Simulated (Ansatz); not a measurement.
# Does disorder add resistance in series? Mo(100) layers with 25 % Cu

Two lengths of the disordered region are known. What area resistance does the third give?

Set-up. Ansatz 0.2.0, plane waves with PAW datasets at their recommended cutoffs (420 eV for most), Fermi-Dirac smearing; ballistic transmission by layer matching. The area resistance is RA = A (h/2e²)(1/T − 1/N), with T the zone-mean transmission per spin and N the lead's channels, both averaged over a few energies near the Fermi level; for magnets each spin is taken apart, with h/e², and the two conduct in parallel. Lateral cell 2x2, PBE, a fresh random draw for each length.

The runs, with one result withheld:

| length (Å) | channels N | RA (fΩ m²) |
| --- | --- | --- |
| 6.29 | 6.698 | 1.06 |
| 12.6 | 6.677 | 1.76 |
| 18.9 | 6.677 | ? |

**Fit on the rows shown.**

Ohm's law makes RA linear in the length: the slope is (1.76 − 1.06)/(12.6 − 6.29) = 0.111 fΩ m² per Å, or 111 µΩ cm. Then 1.76 + 0.111 × 6.29. Predicted: 2.46 fΩ m².

**The withheld run.**

1.77 fΩ m², so the prediction is 39 % too high. The three lengths together give 56 µΩ cm. Single draws scatter; these runs don't part the causes of the miss, and leave the question open.

Caveats: The scatterers repeat sideways with the small cell. The slope is a raw one; a model of isotropic scattering puts it 1.02 times the bulk value over these lengths. Atoms sit unrelaxed on the host's lattice, and the pair may not mix at random in practice.
